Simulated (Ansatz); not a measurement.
# Preparing MgCdC2O6 (R-3) as a host crystal, part 3 of 4

Aim: the runs on the perfect crystal MgCdC2O6 (R-3) that a defect calculation needs first.

Ansatz 0.2.0; plane-wave PAW DFT, PBEsol; relaxation of the host's cell and atoms (the session's first sound run).

So far. Step 3 (Dielectric tensors of the host): The principal values of the electronic dielectric tensor are 2.62, 3.41 and 3.41. The principal values of the static dielectric tensor are 7.25, 8.69 and 8.69.

**6. Defect free supercell relaxed from its symmetric sites**

This cell, the one that will hold the defects, is built from the relaxed host. Its coarser k-points can move the atoms a little, so it is relaxed from the symmetric sites, as the reference for the test of stability.

This step: plane-wave PAW DFT, PBEsol; relaxation of the defect-free supercell from its symmetric sites (Ansatz 0.2.0).

pristine.symmetric/input.yaml

```yaml
crystal:
  lattice:
    - [4.794208724, 2.7679377301, 10.3335820296]
    - [-4.794208724, 2.7679377301, 10.3335820296]
    - [0.0, -5.5358753619, 10.333582056]
  atoms:
    - { symbol: Mg, position: [0.25, 0.25, 0.25] }
    - { symbol: Cd, position: [0.0, 0.0, 0.0] }
    - { symbol: C, position: [0.1225772367, 0.1225772367, 0.1225772367] }
    - { symbol: C, position: [0.3774227633, 0.3774227633, 0.3774227633] }
    - { symbol: O, position: [0.249905477, 0.4820743664, 0.136301369] }
    - { symbol: O, position: [0.4820743664, 0.136301369, 0.249905477] }
    - { symbol: O, position: [0.136301369, 0.249905477, 0.4820743664] }
    - { symbol: O, position: [0.250094523, 0.0179256337, 0.363698631] }
    - { symbol: O, position: [0.0179256337, 0.363698631, 0.250094523] }
    - { symbol: O, position: [0.363698631, 0.250094523, 0.0179256337] }
    - { symbol: Mg, position: [0.25, 0.25, 0.75] }
    - { symbol: Cd, position: [0.0, 0.0, 0.5] }
    - { symbol: C, position: [0.1225772367, 0.1225772367, 0.6225772367] }
    - { symbol: C, position: [0.3774227633, 0.3774227633, 0.8774227633] }
    - { symbol: O, position: [0.249905477, 0.4820743664, 0.636301369] }
    - { symbol: O, position: [0.4820743664, 0.136301369, 0.749905477] }
    - { symbol: O, position: [0.136301369, 0.249905477, 0.9820743664] }
    - { symbol: O, position: [0.250094523, 0.0179256337, 0.863698631] }
    - { symbol: O, position: [0.0179256337, 0.363698631, 0.750094523] }
    - { symbol: O, position: [0.363698631, 0.250094523, 0.5179256336] }
    - { symbol: Mg, position: [0.25, 0.75, 0.25] }
    - { symbol: Cd, position: [0.0, 0.5, 0.0] }
    - { symbol: C, position: [0.1225772367, 0.6225772367, 0.1225772367] }
    - { symbol: C, position: [0.3774227633, 0.8774227633, 0.3774227633] }
    - { symbol: O, position: [0.249905477, 0.9820743664, 0.136301369] }
    - { symbol: O, position: [0.4820743664, 0.636301369, 0.249905477] }
    - { symbol: O, position: [0.136301369, 0.749905477, 0.4820743664] }
    - { symbol: O, position: [0.250094523, 0.5179256336, 0.363698631] }
    - { symbol: O, position: [0.0179256337, 0.863698631, 0.250094523] }
    - { symbol: O, position: [0.363698631, 0.750094523, 0.0179256337] }
    - { symbol: Mg, position: [0.25, 0.75, 0.75] }
    - { symbol: Cd, position: [0.0, 0.5, 0.5] }
    - { symbol: C, position: [0.1225772367, 0.6225772367, 0.6225772367] }
    - { symbol: C, position: [0.3774227633, 0.8774227633, 0.8774227633] }
    - { symbol: O, position: [0.249905477, 0.9820743664, 0.636301369] }
    - { symbol: O, position: [0.4820743664, 0.636301369, 0.749905477] }
    - { symbol: O, position: [0.136301369, 0.749905477, 0.9820743664] }
    - { symbol: O, position: [0.250094523, 0.5179256336, 0.863698631] }
    - { symbol: O, position: [0.0179256337, 0.863698631, 0.750094523] }
    - { symbol: O, position: [0.363698631, 0.750094523, 0.5179256336] }
    - { symbol: Mg, position: [0.75, 0.25, 0.25] }
    - { symbol: Cd, position: [0.5, 0.0, 0.0] }
    - { symbol: C, position: [0.6225772367, 0.1225772367, 0.1225772367] }
    - { symbol: C, position: [0.8774227633, 0.3774227633, 0.3774227633] }
    - { symbol: O, position: [0.749905477, 0.4820743664, 0.136301369] }
    - { symbol: O, position: [0.9820743664, 0.136301369, 0.249905477] }
    - { symbol: O, position: [0.636301369, 0.249905477, 0.4820743664] }
    - { symbol: O, position: [0.750094523, 0.0179256337, 0.363698631] }
    - { symbol: O, position: [0.5179256336, 0.363698631, 0.250094523] }
    - { symbol: O, position: [0.863698631, 0.250094523, 0.0179256337] }
    - { symbol: Mg, position: [0.75, 0.25, 0.75] }
    - { symbol: Cd, position: [0.5, 0.0, 0.5] }
    - { symbol: C, position: [0.6225772367, 0.1225772367, 0.6225772367] }
    - { symbol: C, position: [0.8774227633, 0.3774227633, 0.8774227633] }
    - { symbol: O, position: [0.749905477, 0.4820743664, 0.636301369] }
    - { symbol: O, position: [0.9820743664, 0.136301369, 0.749905477] }
    - { symbol: O, position: [0.636301369, 0.249905477, 0.9820743664] }
    - { symbol: O, position: [0.750094523, 0.0179256337, 0.863698631] }
    - { symbol: O, position: [0.5179256336, 0.363698631, 0.750094523] }
    - { symbol: O, position: [0.863698631, 0.250094523, 0.5179256336] }
    - { symbol: Mg, position: [0.75, 0.75, 0.25] }
    - { symbol: Cd, position: [0.5, 0.5, 0.0] }
    - { symbol: C, position: [0.6225772367, 0.6225772367, 0.1225772367] }
    - { symbol: C, position: [0.8774227633, 0.8774227633, 0.3774227633] }
    - { symbol: O, position: [0.749905477, 0.9820743664, 0.136301369] }
    - { symbol: O, position: [0.9820743664, 0.636301369, 0.249905477] }
    - { symbol: O, position: [0.636301369, 0.749905477, 0.4820743664] }
    - { symbol: O, position: [0.750094523, 0.5179256336, 0.363698631] }
    - { symbol: O, position: [0.5179256336, 0.863698631, 0.250094523] }
    - { symbol: O, position: [0.863698631, 0.750094523, 0.0179256337] }
    - { symbol: Mg, position: [0.75, 0.75, 0.75] }
    - { symbol: Cd, position: [0.5, 0.5, 0.5] }
    - { symbol: C, position: [0.6225772367, 0.6225772367, 0.6225772367] }
    - { symbol: C, position: [0.8774227633, 0.8774227633, 0.8774227633] }
    - { symbol: O, position: [0.749905477, 0.9820743664, 0.636301369] }
    - { symbol: O, position: [0.9820743664, 0.636301369, 0.749905477] }
    - { symbol: O, position: [0.636301369, 0.749905477, 0.9820743664] }
    - { symbol: O, position: [0.750094523, 0.5179256336, 0.863698631] }
    - { symbol: O, position: [0.5179256336, 0.863698631, 0.750094523] }
    - { symbol: O, position: [0.863698631, 0.750094523, 0.5179256336] }
basis:
  ecutwfc: 420
  xc_grid: 2
hamiltonian:
  xc: pbesol
kpoints:
  mp_grid: { grid: [1, 1, 1], shift: [0.25, 0.25, 0.25] }
scf:
  occupations: { method: fermi_dirac, width: 0.01 }
  max_iter: 80
output:
  forces: true
relax:
  f_tol: 0.01
  max_steps: 60
  escape_saddle: false
checkpoint:
  write: "../pristine.symmetric.run"
  compress: false
  write_wavefunctions: false
  write_every: 100000
```

Started as:

```
$ ansatz run input.yaml --threads 4 --pin off --max-ram 7536MiB --backend cpu --events-out ev --progress --plain --runs-dir out
```

Numbers of over 12 decimals in the logs are rounded to 6 here.

The log of the run:

```text
[...]
Crystal: 80 atoms, lattice volume = 822.764 Å³
Basis set: ecut = 420 eV, 15995 PW (Γ), exchange–correlation on 160×160×160 points (8 copies of the dense FFT grid, shifted against one another)
Bands: 376, of which v1, the nominal top of the filled ones, is band 296 counted from 1 (295 counted from 0)
Symmetry: 48 space group operations
[...]
k-points: 1
[...]
SCF iter   1: F=—  HF=-111654.865038 eV  |F-HF|=—  |Δ(HF+E_count)|=         —  Δρ=1.20e-2  dr2=8.49e-1  ethr=1.77e-3  ⟨swp⟩=6.0  Hψ=1483  notcnv=0  defer=2
[...]
SCF iter   6: F=-111654.614934 eV  HF=-111654.614932 eV  |F-HF|=1.96e-6  |Δ(HF+E_count)|=   8.74e-6  Δρ=1.76e-5  dr2=1.94e-6  ethr=4.22e-10  ⟨swp⟩=4.0  Hψ=1204  notcnv=0
SCF 1 converged in 6 iterations: F = -111654.614934 eV  dr2 = 1.94e-6
[...]
relax step   1: F+E_penalty+E_count = -111654.61493444 eV  Δ(F+E_penalty+E_count) = +0.000e0 eV  max|allowed force component| = 7.492e-3 eV/Å  Δτ_max = 0.0000 Å  (6 SCF iters, dr2 threshold 2.50e-6 eV, accepted)
[...]
SCF iter   4: F=-111654.614935 eV  HF=-111654.614935 eV  |F-HF|=8.15e-10  |Δ(HF+E_count)|=   8.69e-8  Δρ=1.02e-6  dr2=5.48e-9  ethr=1.69e-11  ⟨swp⟩=4.0  Hψ=1002  notcnv=0
SCF 2 converged in 4 iterations: F = -111654.614935 eV  dr2 = 5.48e-9
relax step   2: F+E_penalty+E_count = -111654.61493504 eV  Δ(F+E_penalty+E_count) = -6.063e-7 eV  max|allowed force component| = 7.489e-3 eV/Å  Δτ_max = 0.0000 Å  (4 SCF iters, accepted)
SCF converged after 4 iterations
Free energy (F): -111654.614935 eV
[...]
Internal energy: -111654.614935 eV  (E = F + TS)
E sigma→0 (E₀):  -111654.614935 eV
Fermi energy:    8.317438 eV
[...]
--- Forces (eV/Å), atoms counted from 1 ---
  atom   1  Mg     0.00000000     0.00000000    -0.00000000
  atom   2  Cd     0.00000000    -0.00000000     0.00000000
  atom   3  C     -0.00000000    -0.00000000    -0.00038521
  atom   4  C      0.00000000     0.00000000     0.00038521
  atom   5  O     -0.00707941     0.00271591     0.00042598
  atom   6  O      0.00589175     0.00477299     0.00042598
  atom   7  O      0.00118766    -0.00748890     0.00042598
  atom   8  O      0.00707941    -0.00271591    -0.00042598
  atom   9  O     -0.00589175    -0.00477299    -0.00042598
  atom  10  O     -0.00118766     0.00748890    -0.00042598
  atom  11  Mg    -0.00000000    -0.00000000     0.00000000
  atom  12  Cd     0.00000000     0.00000000    -0.00000000
  atom  13  C     -0.00000000    -0.00000000    -0.00038521
  atom  14  C      0.00000000     0.00000000     0.00038521
  atom  15  O     -0.00707941     0.00271591     0.00042598
  atom  16  O      0.00589175     0.00477299     0.00042598
  atom  17  O      0.00118766    -0.00748890     0.00042598
  atom  18  O      0.00707941    -0.00271591    -0.00042598
  atom  19  O     -0.00589175    -0.00477299    -0.00042598
  atom  20  O     -0.00118766     0.00748890    -0.00042598
  atom  21  Mg     0.00000000     0.00000000     0.00000000
  atom  22  Cd    -0.00000000     0.00000000    -0.00000000
  atom  23  C     -0.00000000    -0.00000000    -0.00038521
  atom  24  C      0.00000000     0.00000000     0.00038521
  atom  25  O     -0.00707941     0.00271591     0.00042598
  atom  26  O      0.00589175     0.00477299     0.00042598
  atom  27  O      0.00118766    -0.00748890     0.00042598
  atom  28  O      0.00707941    -0.00271591    -0.00042598
  atom  29  O     -0.00589175    -0.00477299    -0.00042598
  atom  30  O     -0.00118766     0.00748890    -0.00042598
  atom  31  Mg    -0.00000000    -0.00000000    -0.00000000
  atom  32  Cd     0.00000000    -0.00000000    -0.00000000
  atom  33  C     -0.00000000    -0.00000000    -0.00038521
  atom  34  C      0.00000000     0.00000000     0.00038521
  atom  35  O     -0.00707941     0.00271591     0.00042598
  atom  36  O      0.00589175     0.00477299     0.00042598
  atom  37  O      0.00118766    -0.00748890     0.00042598
  atom  38  O      0.00707941    -0.00271591    -0.00042598
  atom  39  O     -0.00589175    -0.00477299    -0.00042598
  atom  40  O     -0.00118766     0.00748890    -0.00042598
[...]
atom  69  O     -0.00589175    -0.00477299    -0.00042598
  atom  70  O     -0.00118766     0.00748890    -0.00042598
  atom  71  Mg     0.00000000     0.00000000     0.00000000
  atom  72  Cd    -0.00000000     0.00000000    -0.00000000
  atom  73  C     -0.00000000    -0.00000000    -0.00038521
  atom  74  C      0.00000000     0.00000000     0.00038521
  atom  75  O     -0.00707941     0.00271591     0.00042598
  atom  76  O      0.00589175     0.00477299     0.00042598
  atom  77  O      0.00118766    -0.00748890     0.00042598
  atom  78  O      0.00707941    -0.00271591    -0.00042598
  atom  79  O     -0.00589175    -0.00477299    -0.00042598
  atom  80  O     -0.00118766     0.00748890    -0.00042598
  max |Σ_I F_I| component: 2.17e-17 eV/Å
--- Relaxed structure (2 steps of the walk, 2 accepted, 0 SCFs on fresh bases) ---
  F+E_penalty+E_count = -111654.61493504 eV   max|allowed force component| = 7.489e-3 eV/Å
  atoms:
    - { symbol: Mg, position: [0.25, 0.25, 0.25] }
    - { symbol: Cd, position: [5.204170424699247e-19, 5.204170424699247e-19, 5.204170424699246e-19] }
    - { symbol: C, position: [0.122577, 0.122577, 0.122577] }
    - { symbol: C, position: [0.377423, 0.377423, 0.377423] }
    - { symbol: O, position: [0.249905477, 0.482074, 0.136301] }
    - { symbol: O, position: [0.482074, 0.136301, 0.249905] }
    - { symbol: O, position: [0.136301, 0.249905, 0.482074] }
    - { symbol: O, position: [0.250094523, 0.017926, 0.363698631] }
    - { symbol: O, position: [0.017926, 0.363698631, 0.250094523] }
    - { symbol: O, position: [0.363698631, 0.250094523, 0.017926] }
    - { symbol: Mg, position: [0.25, 0.25, 0.75] }
    - { symbol: Cd, position: [2.7755575615628914e-17, 2.7755575615628914e-17, 0.5] }
    - { symbol: C, position: [0.122577, 0.122577, 0.622577] }
    - { symbol: C, position: [0.377423, 0.377423, 0.877423] }
    - { symbol: O, position: [0.249905, 0.482074, 0.636301369] }
    - { symbol: O, position: [0.482074, 0.136301, 0.749905477] }
    - { symbol: O, position: [0.136301, 0.249905, 0.982074] }
    - { symbol: O, position: [0.250095, 0.017926, 0.863699] }
    - { symbol: O, position: [0.017926, 0.363698631, 0.750094523] }
    - { symbol: O, position: [0.363698631, 0.250094523, 0.517926] }
    - { symbol: Mg, position: [0.250000, 0.75, 0.250000] }
    - { symbol: Cd, position: [0.0, 0.5, 2.7755575615628914e-17] }
    - { symbol: C, position: [0.122577, 0.6225772367, 0.122577] }
    - { symbol: C, position: [0.377423, 0.8774227633, 0.377423] }
    - { symbol: O, position: [0.249905, 0.982074, 0.136301] }
    - { symbol: O, position: [0.482074, 0.636301, 0.249905] }
    - { symbol: O, position: [0.136301, 0.749905477, 0.482074] }
    - { symbol: O, position: [0.250095, 0.517926, 0.363699] }
    - { symbol: O, position: [0.017926, 0.863698631, 0.250095] }
    - { symbol: O, position: [0.363699, 0.750094523, 0.017926] }
    - { symbol: Mg, position: [0.25, 0.75, 0.75] }
    - { symbol: Cd, position: [5.551115123125783e-17, 0.5, 0.5] }
    - { symbol: C, position: [0.122577, 0.6225772367, 0.6225772367] }
    - { symbol: C, position: [0.3774227633, 0.8774227633, 0.8774227633] }
    - { symbol: O, position: [0.249905, 0.982074, 0.636301369] }
    - { symbol: O, position: [0.482074, 0.636301, 0.749905477] }
    - { symbol: O, position: [0.136301, 0.749905477, 0.982074] }
    - { symbol: O, position: [0.250095, 0.517926, 0.863699] }
    - { symbol: O, position: [0.017926, 0.863699, 0.750094523] }
    - { symbol: O, position: [0.363698631, 0.750094523, 0.517926] }
    - { symbol: Mg, position: [0.75, 0.250000, 0.250000] }
    - { symbol: Cd, position: [0.5, 0.0, 2.7755575615628914e-17] }
    - { symbol: C, position: [0.6225772367, 0.122577, 0.122577] }
    - { symbol: C, position: [0.8774227633, 0.377423, 0.377423] }
    - { symbol: O, position: [0.749905477, 0.482074, 0.136301] }
    - { symbol: O, position: [0.982074, 0.136301369, 0.249905] }
    - { symbol: O, position: [0.636301369, 0.249905477, 0.482074] }
    - { symbol: O, position: [0.750094523, 0.017926, 0.363699] }
    - { symbol: O, position: [0.517926, 0.363699, 0.250095] }
    - { symbol: O, position: [0.863699, 0.250095, 0.017926] }
    - { symbol: Mg, position: [0.75, 0.25, 0.75] }
    - { symbol: Cd, position: [0.5, 5.551115123125783e-17, 0.5] }
    - { symbol: C, position: [0.6225772367, 0.122577, 0.6225772367] }
    - { symbol: C, position: [0.8774227633, 0.3774227633, 0.8774227633] }
    - { symbol: O, position: [0.749905477, 0.482074, 0.636301369] }
    - { symbol: O, position: [0.982074, 0.136301, 0.749905477] }
    - { symbol: O, position: [0.636301369, 0.249905477, 0.982074] }
    - { symbol: O, position: [0.750094523, 0.017926, 0.863699] }
    - { symbol: O, position: [0.517926, 0.363698631, 0.750094523] }
    - { symbol: O, position: [0.863699, 0.250095, 0.517926] }
    - { symbol: Mg, position: [0.750000, 0.750000, 0.250000] }
    - { symbol: Cd, position: [0.5, 0.5, 5.551115123125783e-17] }
    - { symbol: C, position: [0.6225772367, 0.6225772367, 0.122577] }
    - { symbol: C, position: [0.8774227633, 0.8774227633, 0.3774227633] }
    - { symbol: O, position: [0.749905477, 0.982074, 0.136301] }
    - { symbol: O, position: [0.982074, 0.636301, 0.249905477] }
    - { symbol: O, position: [0.636301369, 0.749905477, 0.482074] }
    - { symbol: O, position: [0.750094523, 0.517926, 0.363699] }
    - { symbol: O, position: [0.517926, 0.863698631, 0.250095] }
    - { symbol: O, position: [0.863699, 0.750094523, 0.017926] }
    - { symbol: Mg, position: [0.75, 0.75, 0.750000] }
    - { symbol: Cd, position: [0.5, 0.5, 0.5] }
    - { symbol: C, position: [0.6225772367, 0.6225772367, 0.622577] }
    - { symbol: C, position: [0.877423, 0.877423, 0.8774227633] }
    - { symbol: O, position: [0.749905477, 0.982074, 0.636301369] }
    - { symbol: O, position: [0.982074, 0.636301, 0.749905477] }
    - { symbol: O, position: [0.636301, 0.749905, 0.982074] }
    - { symbol: O, position: [0.750095, 0.517926, 0.863699] }
    - { symbol: O, position: [0.517926, 0.863699, 0.750094523] }
    - { symbol: O, position: [0.863698631, 0.750094523, 0.517926] }
```

The job ended after 10 s (4 threads of Intel Xeon 6975P-C (Granite Rapids), shared host; peak memory 1.9 GiB; 34 s of CPU time).

Hardly anything moved in the relaxation; the energy changed by under 0.2 meV an atom.

[end of part 3 of 4]

[Logs are printed without paths, hosts, clocks, repeated set-up lines and the standing remarks that a program may print on its own settings, such as how far it seeks lower states.]

[Hosts, paths, dates, database ids (printed as entryN), source tags and the programs' standing remarks are cut or masked in the printed files.]

[Runs of the host that timed out are not shown.]

[For some hosts the program warned that the k-mesh of the response run may be too coarse for force constants and the static dielectric constant; such warnings are not always shown.]
